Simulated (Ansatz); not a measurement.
## AlGaN2: the gap under strain

AlGaN2, P-4m2, a = 3.139 Å, c = 4.422 Å. The structure is a Materials Project entry; whether it is the stable form wasn't checked. Ansatz: r2SCAN, PAW, 500 eV, Γ-centred 8×8×6 mesh on 4 atoms, Gaussian smearing 0.02 eV; no spin polarisation. Series: strain along c alone, the other axes held, atoms relaxed; x is the strain in per cent. The gap is sought over the whole zone.

| x (%) | gap y (eV) |
| --- | --- |
| -6.0 | 3.899 |
| -4.0 | 3.727 |
| -2.0 | 3.548 |
| 0.0 | 3.369 |
| 2.0 | 3.189 |
| 4.0 | 3.007 |
| 6.0 | ? |

Fit y = E0 + c1 x + c2 x² to the other rows, give the deformation potential for this strain, and predict the missing gap.

Least squares on the rows shown. y = 3.3697 − 0.089811 x − 0.00024107 x². The deformation potential is 100 c1 = -8.98 eV per unit strain. At x = 6.0 the fit asked for gives 2.822 eV. The run gave 2.822 eV, the same to the digits shown. Note that a band edge changes its point in the zone among the fitted rows.

Semilocal functionals give gaps under the measured ones; changes of the gap mostly carry over better.